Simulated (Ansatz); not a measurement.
# Te2Mo in Ansatz: the effect of functional

Te2Mo, a slab with vacuum:

```
Te Mo
1.0
     3.60708    0.00000    0.00000
    -1.80354    3.12383    0.00000
     0.00000    0.00000   17.75466
Te Mo
2 1
Direct
  0.33333 0.66667 0.10214
  0.33333 0.66667 0.89786
  0.00000 0.00000 0.00000
```

The cell isn't the ideal one: volume scaled by 1.04.

Alike in all runs:

* Program: Ansatz 0.2.0
* Task: single point
* Potentials or basis: Ansatz PAW
* k mesh: 9 × 9 × 2
* Occupations: fermi-dirac, width 0.05 eV
* Spin: no spin polarisation

| functional | cutoff | gap on the mesh (eV) | largest force (eV/Å) |
| --- | --- | --- | --- |
| LDA | 420 eV (not typed: the program's choice for these potentials) | 0.98 | 0.92 |
| PBEsol | 420 eV (not typed: the program's choice for these potentials) | 0.99 | 0.69 |
| r2SCAN | 500 eV (not typed: the program's choice for these potentials) | ? | ? |

Question: What does the run with functional r2SCAN give?

Answer: gap on the mesh 1.06 eV; largest force 0.54 eV/Å.

Caveats: odd divisions of the mesh miss points on the zone boundary, where band edges often lie, so the gap on the mesh can be too wide; spin-orbit coupling is left out, which moves the levels of the heavy elements; the PAW data sets come from PBE, with cores solved anew for the run's functional, which leaves a small shift of forces and pressure.

A k mesh can miss the band edges.

Runs at the PBE level aren't shown here.
